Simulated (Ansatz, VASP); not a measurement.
# CdF2: VASP beside Ansatz

File INCAR:

```
SYSTEM = CdF2
  ALGO = Normal
  EDIFF = 1E-7
  ENCUT = 520
  GGA = PS
  ISIF = 2
  ISMEAR = -1
  LASPH = .True.
  LCHARG = .False.
  LREAL = .False.
  LWAVE = .False.
  NBANDS = 20
  NELM = 100
  PREC = Accurate
  SIGMA = 0.05
```

The input KPOINTS:

```
k-points
0
Gamma
  9 9 9
  0 0 0
```

POSCAR

```
CdF2
1.0
    0.0000000000      2.7468369436      2.7468369436
    2.7468369436      0.0000000000      2.7468369436
    2.7468369436      2.7468369436      0.0000000000
Cd F
1 2
Direct
    0.0000000000      0.0000000000      0.0000000000
    0.7500000000      0.7500000000      0.7500000000
    0.2500000000      0.2500000000      0.2500000000
```

File input.yaml:

```yaml
crystal:
  lattice:
    - [0.0, 2.7468369436, 2.7468369436]
    - [2.7468369436, 0.0, 2.7468369436]
    - [2.7468369436, 2.7468369436, 0.0]
  atoms:
    - { symbol: Cd, position: [0.0, 0.0, 0.0] }
    - { symbol: F, position: [0.75, 0.75, 0.75] }
    - { symbol: F, position: [0.25, 0.25, 0.25] }
hamiltonian:
  xc: pbesol
  pseudopotentials: { kind: paw }
kpoints:
  mp_grid: { grid: [9, 9, 9] }
scf:
  occupations: { method: fermi_dirac, width: 0.05 }
output:
  forces: true
  stress: true
  eigenvalues: true
```

Change from the starting cell: volume scaled by 1.06.

Alike in both runs: task single point; functional PBEsol; k mesh 9 × 9 × 9; occupations fermi-dirac, width 0.05 eV; no spin polarisation.

```csv
,VASP,Ansatz
version,VASP 6.6.1,Ansatz 0.2.0
potentials or method,"VASP PAW PBE potentials, release 64 (Cd, F)",Ansatz PAW
plane-wave cutoff (eV),520,420
valence electrons in the cell,26,34
```

|  | VASP | Ansatz | Ansatz less VASP |
| --- | --- | --- | --- |
| gap on the k mesh at the Fermi level (eV) | 2.74 | 2.77 | +0.029 |
| least direct gap on the mesh (eV) | 3.27 | 3.29 | +0.029 |
| pressure (GPa) | -5.1 | -5.7 | -0.53 |

The functional is the same, so the differences come from potentials, cutoffs and numerics. The two sets of potentials don't hold the same shells in valence.

Caveats: the PAW data sets were made with another functional, which shifts forces and pressure a little (VASP); an odd mesh through Γ misses points on the zone boundary, where band edges often lie (VASP); odd divisions of the mesh miss points on the zone boundary, where band edges often lie, so the gap on the mesh can be too wide (Ansatz); the pressure holds a Pulay correction of +0.7 GPa for the finite cutoff (Ansatz); the PAW data sets come from PBE, with cores solved anew for the run's functional, which leaves a small shift of forces and pressure (Ansatz).
